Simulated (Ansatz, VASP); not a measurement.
**One calculation of Fe, two programs**

```
CELL_PARAMETERS angstrom
2.45028 0.00000 0.00000
-1.22514 2.12200 0.00000
0.00000 0.00000 3.86738
ATOMIC_POSITIONS crystal
Fe 0.33333 0.66667 0.25000
Fe 0.66667 0.33333 0.75000
```

Change from the starting cell: volume scaled by 1.02, crystal datasets.

Alike in both runs: task electric field gradients; functional PBE; k mesh 17 × 17 × 10; occupations fermi-dirac, width 0.08 eV; no spin polarisation.

|  | VASP | Ansatz |
| --- | --- | --- |
| version | VASP 6.6.1 | Ansatz 0.2.0 |
| potentials or method | VASP PAW PBE potentials, release 64 (Fe), cutoff 520 eV | all-electron PAW with datasets made for the crystal, scalar-relativistic |

VASP gave:

```
pressure (GPa)                                                 : 3.8
largest component of the traceless stress (GPa)                : 0.57
Vzz of the field gradient on the site that differs most (V/Å²) : -7.5
```

Q: Which values does Ansatz return?

A: Pressure (GPa): 4.4; largest component of the traceless stress (GPa): 0.68; Vzz of the field gradient on the site that differs most (V/Å²): -4.2.

Ansatz ran all-electron here, so the differences hold the error of VASP's frozen core and of both bases. Ansatz warned: «printed_levels_off».

Caveats: the run has no spin polarisation, though such a crystal can be magnetic. Spin polarisation is off, so any magnetic state and its effect on volume and gap are missing.
